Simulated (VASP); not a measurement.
Wanted: the native input for a VASP 6.6.1 run.

```yaml
Task: relaxation of cell and atoms
Functional: PBE
Potentials_or_basis: VASP PAW PBE potentials, release 64 (Be)
Cutoff: 600 eV
k_mesh: 16 × 16 × 16
Occupations: gaussian, width 0.1 eV
Spin: no spin polarisation
Dipole_correction: no
Further_INCAR_settings: ALGO = Normal; EDIFF = 1e-06; IBRION = 2; EDIFFG = -0.01; NSW = 100; ISIF = 3
```

The structure of Be lies in POSCAR:

```
Be
1.0
    0.0000000000      2.4572259576      2.4572259576
    2.4572259576      0.0000000000      2.4572259576
    2.4572259576      2.4572259576      0.0000000000
Be
3
Direct
    0.2500000000      0.2500000000      0.2500000000
    0.7500000000      0.7500000000      0.7500000000
    0.5000000000      0.5000000000      0.5000000000
```

The cell was built by a generator and needn't be a form met in nature.

The cell isn't the ideal one: random cell by space group and Wyckoff sites (Fm-3m, No. 225).

These files were run (other wordings do the same):

INCAR

```
  PREC = Accurate
  ENCUT = 600
  EDIFF = 1E-6
  ISMEAR = 0
  SIGMA = 0.1
  LREAL = F
  LASPH = T
  NELM = 80
  ALGO = Normal
  ISIF = 3
  LWAVE = F
  LCHARG = F
  GGA = PE
  IBRION = 2
  NSW = 100
  EDIFFG = -0.01
```

KPOINTS

```
Automatic mesh
0
Gamma
  16 16 16
```

Potentials or basis: VASP PAW PBE potentials, release 64 (Be).

Launch:

```bash
$ cat potpaw_PBE.64/Be/POTCAR > POTCAR
$ mpirun -np 1 vasp_std > vasp.out
```

Results of the run:

```yaml
Pressure_after_relaxing: -0.1 GPa
Band_gap_on_the_k_mesh: none (metal or under the smearing width)
```

Caveat: the relaxation stopped at its first step, so nothing moved.

It took 12 s on 1 thread of Intel(R) Xeon(R) 6975P-C (Granite Rapids), on a shared host, peak memory 0.16 GiB.
